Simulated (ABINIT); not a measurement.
Crystal: BN.

```xyz
4
Lattice="2.4982 0.0000 0.0000 -1.2491 2.1635 0.0000 0.0000 0.0000 6.6357" Properties=species:S:1:pos:R:3 pbc="T T T"
N     1.2491    0.7212    1.6589
N     0.0000    1.4424    4.9768
B     1.2491    0.7212    4.9768
B     0.0000    1.4424    1.6589
```

Program: ABINIT 10.8.3 (patched build). Alike in all runs: no spin polarisation; cell as given; smearing fermi-dirac 0.05 eV. Hardware: 1 thread of Arm Neoverse V1 (shared host).

Order these runs on this cell by their wall time, lowest first.
A. task band structure; level PBEsol; potentials or basis PseudoDojo NC SR PBEsol v0.4.1 standard; k mesh 12 × 12 × 4; cutoff (eV) 1143; mesh quality not flagged
B. task single point; level LDA; potentials or basis JTH PAW LDA v2.0; k mesh 7 × 7 × 2; cutoff (eV) 680; fine-grid cutoff 1278.94 eV; mesh quality coarse
C. task single point; level PBEsol; potentials or basis JTH PAW PBE v2.0; k mesh 10 × 10 × 3; cutoff (eV) 707; fine-grid cutoff 1306.15 eV; mesh quality not flagged
D. task band structure; level WC; potentials or basis JTH PAW PBE v2.0; k mesh 12 × 12 × 4; cutoff (eV) 707; fine-grid cutoff 1306.15 eV; mesh quality not flagged

B (9.9 s), C (25 s), D (66 s), A (150 s).

Caveats: some runs use coarse meshes; the atomic spheres overlap (some runs).

Runs at the PBE level aren't shown here.
